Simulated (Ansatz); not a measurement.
**Si: random displacements**

All numbers below come from Ansatz, DFT PBE, scalar-relativistic, plane waves, PAW. Cutoff 420 eV, Γ-centred 12×12×6 k-points, Gaussian smearing of 0.05 eV. No spin polarisation. Energies are free energies at this smearing, counted from the undisturbed cell; pressure is positive in compression.

The undisturbed cell (relaxed at this level; this form isn't the usual structure):

```
CELL_PARAMETERS angstrom
3.85128 0.00000 0.00000
-1.92564 3.33531 0.00000
0.00000 0.00000 6.36502
ATOMIC_POSITIONS crystal
Si 0.33333 0.66667 0.06293
Si 0.66667 0.33333 0.56293
Si 0.33333 0.66667 0.43707
Si 0.66667 0.33333 0.93707
```

The atoms are displaced (Å, in the unstrained cell):

| atom | ux | uy | uz |
| --- | --- | --- | --- |
| Si1 | -0.095 | 0.038 | 0.029 |
| Si2 | -0.047 | -0.004 | -0.074 |
| Si3 | 0.055 | 0.013 | 0.077 |
| Si4 | 0.086 | -0.047 | -0.032 |

Strain (Voigt, engineering shear): (-0.0425, -0.0409, 0.0394, -0.0856, -0.0184, -0.0532).

Task: What are the energy change, the stress and the forces?

Result: ΔE = 262.5 meV/atom; stress (xx, yy, zz, yz, xz, xy; compression positive) (13.54, 16.89, -6.40, 5.81, 5.40, 6.53) GPa.
```
atom Fx (eV/Å) Fy Fz
 Si1       3.16   0.48   1.16
 Si2       1.08   1.01   1.97
 Si3      -1.09  -1.02  -1.99
 Si4      -3.15  -0.46  -1.14
```

Cost: 1 run of about 0.7 core-minutes, on Intel Xeon Processor @ 2.70GHz (shared hosts).